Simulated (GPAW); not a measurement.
Equation of state of Cu3Al under LDA

The structure is cubic, space group Pm-3m (No. 221). The conventional cell has a = 3.637 Å, b = 3.637 Å, c = 3.637 Å, α = 90.00°, β = 90.00°, γ = 90.00°. Cu (site symmetry 4/mmm) has 8 Cu at 2.57 Å and 4 Al at 2.57 Å as nearest neighbours. Around Al (site symmetry m-3m) lie 12 Cu at 2.57 Å.

The cell comes from a database or a generator and needn't be the stable form of this composition.

The cell was scaled at fixed shape and fractions and run with GPAW, the program's PAW data sets (release 1.2.1) made for this functional, cutoff 600 eV; LDA, k mesh 7 × 7 × 7 on the cell of 4 atoms, fermi-dirac occupations of 0.05 eV, no spin polarisation, no spin-orbit coupling. Energies are those that the program minimises, any entropy of the smearing included. For a metal such a mesh isn't converged to the digits shown.

```tsv
V (Å³/atom)	energy over the lowest row (meV/atom)
11.3092	4.70
11.5498	0.00
11.7905	0.66
12.0311	6.11
12.2717	?
12.5123	29.25
12.7530	46.04
```

Q: Fit the third-order Birch-Murnaghan form, give V0, B0 and B′, and predict the energy left open.

A: With y = (V0/V)^(2/3), E = E0 + (9 V0 B0/16) [(y - 1)³ B′ + (y - 1)² (6 - 4y)]. Least squares through the rows shown give V0 = 11.6373 Å³/atom, E0 = -0.35 meV, B0 = 165.7 GPa (1 eV/Å³ = 160.218 GPa) and B′ = 4.76, with a largest miss of 0.01 meV. At V = 12.2717 the form with these constants gives 15.80 meV; the run gave 15.81 meV an atom.
